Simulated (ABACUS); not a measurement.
## Ir: equation of state with SCAN

The system is Ir.

```
Ir
1.0
     0.00000    1.91560    1.91560
     1.91560    0.00000    1.91560
     1.91560    1.91560    0.00000
Ir
1
Direct
  0.00000 0.00000 0.00000
```

```yaml
Program: ABACUS 3.10.1
Task: equation of state
Functional: SCAN
Potentials_or_basis: SG15 ONCV 1.2 PBE
Cutoff: 1075 eV
Density_cutoff: 4299 eV
Basis: plane waves
k_mesh: 8 × 8 × 8
Occupations: fermi-dirac, width 0.05 eV
Spin: no spin polarisation
Radial_cutoff_of_the_potentials_pseudo_rcut: 7 bohr
SCF_threshold_on_the_density: 1e-08
Max_SCF_steps: 100
Eigensolver: dav
Mixing: broyden
Mixing_share: 0.7
Symmetry_key: 1
```

| Quantity | Value |
| --- | --- |
| Equilibrium volume | 14.01 Å³/atom |
| Bulk modulus | 405 GPa |
| Pressure derivative of the bulk modulus | 5.2 (rough: it moves with the points fitted) |

Energy against volume, from the lowest point:
```tsv
volume (Å³/atom)	energy (meV/atom)
13.215	58.67
13.778	0.00
14.340	4.75
14.902	58.99
```

All runs of the series together: 120 s on 4 threads of Intel(R) Xeon(R) Platinum 8175M CPU @ 2.50GHz (Skylake/Cascade Lake), on a shared host.

Caveat: the potentials were made for another functional, which shifts forces and pressure. Spin-orbit coupling is left out, which matters for the levels of Ir.
